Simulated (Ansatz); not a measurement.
# Co2Si: the cost of one run

Program: Ansatz 0.2.0. Level of theory: DFT PBE, scalar-relativistic, plane waves, PAW. These are calculated values, not measurements.

2 further runs of the same task are left out: 1 that didn't finish, 1 set aside as unsound or not needed.

## Step 1: The structure to begin with

It takes space group Pnma (No. 62, orthorhombic). The conventional cell has a = 4.918 Å, b = 3.738 Å, c = 7.109 Å, α = 90.00°, β = 90.00°, γ = 90.00°. Co (site symmetry m) has 5 Si at 2.34 to 2.57 Å and 8 Co at 2.50 to 2.68 Å as nearest neighbours. Co (site symmetry m) has 5 Si at 2.32 to 2.62 Å and 8 Co at 2.54 to 2.68 Å as nearest neighbours. Si (site symmetry m) is surrounded by 10 Co at 2.32 to 2.62 Å.

Structure file:

```
CELL_PARAMETERS angstrom
4.91800 0.00000 0.00000
0.00000 3.73800 0.00000
0.00000 0.00000 7.10900
ATOMIC_POSITIONS crystal
Co 0.96200 0.75000 0.21800
Co 0.03800 0.25000 0.78200
Co 0.53800 0.25000 0.71800
Co 0.46200 0.75000 0.28200
Co 0.82600 0.75000 0.56200
Co 0.17400 0.25000 0.43800
Co 0.67400 0.25000 0.06200
Co 0.32600 0.75000 0.93800
Si 0.29800 0.75000 0.61100
Si 0.70200 0.25000 0.38900
Si 0.20200 0.25000 0.11100
Si 0.79800 0.75000 0.88900
```

The start is a polymorph listed in a database, not an invented cell.

## Step 2: Probe: one point on a coarse mesh

The input, input.yaml:

```yaml
crystal:
  lattice:
    - [4.91800022, 0.0, 0.0]
    - [0.0, 3.73799992, 0.0]
    - [0.0, 0.0, 7.10900021]
  atoms:
    - { symbol: Co, position: [0.962, 0.75, 0.21799999], spin: 3.0 }
    - { symbol: Co, position: [0.038, 0.25, 0.78200001], spin: 3.0 }
    - { symbol: Co, position: [0.538, 0.25, 0.71799999], spin: 3.0 }
    - { symbol: Co, position: [0.462, 0.75, 0.28200001], spin: 3.0 }
    - { symbol: Co, position: [0.82599997, 0.75, 0.56199998], spin: 3.0 }
    - { symbol: Co, position: [0.17400003, 0.25, 0.43800002], spin: 3.0 }
    - { symbol: Co, position: [0.67400003, 0.25, 0.06199998], spin: 3.0 }
    - { symbol: Co, position: [0.32599997, 0.75, 0.93800002], spin: 3.0 }
    - { symbol: Si, position: [0.298, 0.75, 0.611] }
    - { symbol: Si, position: [0.702, 0.25, 0.389] }
    - { symbol: Si, position: [0.202, 0.25, 0.111] }
    - { symbol: Si, position: [0.798, 0.75, 0.889] }
basis:
  ecutwfc: 420
kpoints:
  mp_grid: { grid: [4, 6, 4] }
hamiltonian:
  xc: pbe
scf:
  occupations: { method: gaussian, width: 0.1 }
  lower_state_search: "off"
output:
  forces: true
  stress: true
  eigenvalues: true
  populations: true
magnetization:
  spin_polarized: true
```

Launch:

```
$ ansatz run input.yaml --threads 4 --pin off --max-ram 8192MiB --backend cpu --events-out ev --progress --plain --runs-dir out
```

What time and memory should one allow on 4 threads of Intel Xeon at 2.50GHz (Skylake/Cascade Lake), shared host?

About 63 s, with a peak of 1.1 GiB.
